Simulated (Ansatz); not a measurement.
# Does disorder add resistance in series? Au(111) layers with 50 % Rh

Two lengths of the disordered region are known. What area resistance does the third give?

How it was computed: Ansatz 0.2.0, plane waves with PAW datasets at their recommended cutoffs (420 eV for most), Fermi-Dirac smearing; ballistic transmission by layer matching. The area resistance is RA = A (h/2e²)(1/T − 1/N), with T the zone-mean transmission per spin and N the lead's channels, both averaged over a few energies near the Fermi level; for magnets each spin is taken apart, with h/e², and the two conduct in parallel. Lateral cell 2x2, PBE, a fresh random draw for each length.

Results; the value marked ? is to be predicted:

| length (Å) | channels N | RA (fΩ m²) |
| --- | --- | --- |
| 9.42 | 3.210 | 1.01 |
| 18.8 | 3.210 | 2.18 |
| 28.3 | 3.210 | ? |

**Fit on the rows shown.**

Ohm's law makes RA linear in the length: the slope is (2.18 − 1.01)/(18.8 − 9.42) = 0.124 fΩ m² per Å, or 124 µΩ cm. Then 2.18 + 0.124 × 9.42. Predicted: 3.34 fΩ m².

Check against the run:

2.68 fΩ m², so the prediction is 25 % too high. The three lengths together give 89 µΩ cm. Single draws scatter; these runs don't part the causes of the miss, and leave the question open.

**Limits.** The scatterers repeat sideways with the small cell. The slope is a raw one; a model of isotropic scattering puts it 1.01 times the bulk value over these lengths. Atoms sit unrelaxed on the host's lattice, and the pair may not mix at random in practice. Spin-orbit coupling is left out, which matters for Au.
